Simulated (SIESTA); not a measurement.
The system is SnO2 (Cassiterite).

```xyz
6
Lattice="4.7380 0.0000 0.0000 0.0000 4.7380 0.0000 0.0000 0.0000 3.1865" Properties=species:S:1:pos:R:3 pbc="T T T"
Sn    2.3690    2.3690    1.5933
Sn    0.0000    0.0000    0.0000
O     3.8240    0.9140    1.5933
O     3.2830    3.2830    0.0000
O     0.9140    3.8240    1.5933
O     1.4550    1.4550    0.0000
```

Base run:

- Program: SIESTA 5.4.2
- Functional: vdW-DF-cx
- Potentials or basis: PseudoDojo 0.4 standard (PBE files)
- Basis: DZP (energy shift 0.003 Ry; two zetas on semicore shells)
- Grid cutoff: 800 Ry
- Energy shift: 0.003 Ry
- k mesh: 6 × 6 × 8
- Occupations: fermi-dirac, width 0.05 eV
- Spin: no spin polarisation

Its results: band gap on the k mesh 0.96 eV, direct; pressure 13.3 GPa; largest force 0.281 eV/Å.

Task: After a change of settings the same cell gave: band gap on the k mesh 1.03 eV, direct; pressure 24.0 GPa; largest force 0.362 eV/Å. Which change was it?
A. functional from vdW-DF-cx to PBEsol; potentials or basis from PseudoDojo 0.4 standard (PBE files) to PseudoDojo 0.4 standard (PBEsol files)
B. functional from vdW-DF-cx to PBE; basis from DZP (energy shift 0.003 Ry; two zetas on semicore shells) to SZ (energy shift 0.003 Ry)
C. functional from vdW-DF-cx to BLYP
D. functional from vdW-DF-cx to PBE; potentials or basis from PseudoDojo 0.4 standard (PBE files) to SG15 1.2 (PBE files) or PseudoDojo by element

Result: C.

Caveats: the potentials were made for another functional, which shifts forces and pressure; spin-orbit coupling is left out, which moves the levels of the heavy elements; the basis of atomic orbitals isn't converged, which shifts pressures, moduli and gaps.

Not every run made on this cell is shown here.
